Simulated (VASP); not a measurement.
Re, 2 atoms in the cell. The structure is hexagonal, space group P6_3/mmc (No. 194). Conventional cell: a = 2.761 Å, b = 2.761 Å, c = 4.458 Å, α = 90.00°, β = 90.00°, γ = 120.00°. Re (site symmetry -6m2) is surrounded by 12 Re at 2.74 to 2.76 Å. 

```yaml
Program: VASP 6.6.1
Task: single point
Functional: PBE
Potentials_or_basis: VASP PAW PBE potentials, release 64 (Re)
Cutoff: 500 eV
k_mesh: 11 × 11 × 6
Occupations: gaussian, width 0.05 eV
Spin: no spin polarisation
Further_INCAR_settings: ALGO = Normal; EDIFF = 1e-06
```

Potentials or basis: VASP PAW PBE potentials, release 64 (Re).

Command:

```sh
$ cat potpaw_PBE.64/Re/POTCAR > POTCAR
$ mpirun -np 1 vasp_std > vasp.out
```

Hardware: 1 thread of Intel(R) Xeon(R) 6975P-C (Granite Rapids), with other jobs on the host.

**Question.** How long does it take, and how much memory?

**Answer.** It took 13 s on 1 thread of Intel(R) Xeon(R) 6975P-C (Granite Rapids), with other jobs on the host, peak memory 0.14 GiB. Counts: scf iterations 11, k points 64.
